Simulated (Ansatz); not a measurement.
**ZrS₂: electrons, doping and thermopower**

Plane-wave DFT in Ansatz, PBE+D3(BJ), scalar-relativistic PAW potentials, cutoff 420 eV, no spin-orbit coupling; no spin polarisation. ZrS₂ in space group P-3m1. Boltzmann transport at 300 K in rigid bands with one relaxation time, bands interpolated from the k mesh 12×12×6; values are means over x, y, z.

| electrons (cm⁻³) | size of S (μV/K) | σ/τ (Ω⁻¹ m⁻¹ s⁻¹) |
| --- | --- | --- |
| 10^18 | 569.4 | 4.39e+16 |
| 10^19 | ? | 4.37e+17 |
| 10^20 | 186.7 | 4.27e+18 |
| 10^21 | 63.9 | 3.73e+19 |

Take the lowest doping as non-degenerate: get the effective density of states and the masses, and predict the missing S.

For parabolic bands and one τ, |S| = (k_B/e)(5/2 − η) with k_B/e = 86.17 μV/K and n = N e^η. The first row gives η = -4.11, N = 6.08×10¹⁹ cm⁻³ and, from N = 2.509×10¹⁹ cm⁻³ × m_d^(3/2), a density-of-states mass of 1.80 mₑ (all valleys and bands together). σ/τ = ne²/m_c gives a conductivity mass of 0.64 mₑ; m_d is 2.8 times m_c, the sign of several valleys, several bands or anisotropy. A decade of doping costs (k_B/e) ln 10 = 198.4 μV/K, which predicts 371 μV/K; the run gave 372.4. There η is about -1.8, where Fermi statistics begin to count, but their first corrections to η and to the mean carrier energy nearly cancel, so the rule still holds. At 10^21 cm⁻³ the rule would give -26 μV/K against 63.9: the gas is degenerate there. Scattering that depends on energy changes the 5/2, and whether such doping can be reached wasn't computed.

Cost: about 6.9 core-minutes for the runs cited, on Intel Xeon Platinum 8488C (Sapphire Rapids) (shared hosts).

The conduction-band edge of ZrS₂ is built mainly from empty Zr 4d t₂g states, as expected for formally d⁰ Zr(IV). In the octahedral layered structure its minima lie away from the zone centre, so symmetry repeats them. This probably accounts for much of the gap between the two masses: equivalent valleys add to the density of states without making each electron heavier in transport.

The conductivity per electron falls slightly with every step in doping, most clearly at 10^21 cm⁻³. Degeneracy alone wouldn't do this in a parabolic band with one relaxation time, so the filling probably reaches flatter parts of the d band or heavier states above its edge. The product S²σ/τ rises steeply up to 10^20 cm⁻³ and is then almost unchanged at 10^21 cm⁻³, which suggests a broad maximum between these dopings, where the loss of thermopower offsets the gain in carriers. The directional means don't show how far transport within the layers outweighs that across the van der Waals gap.
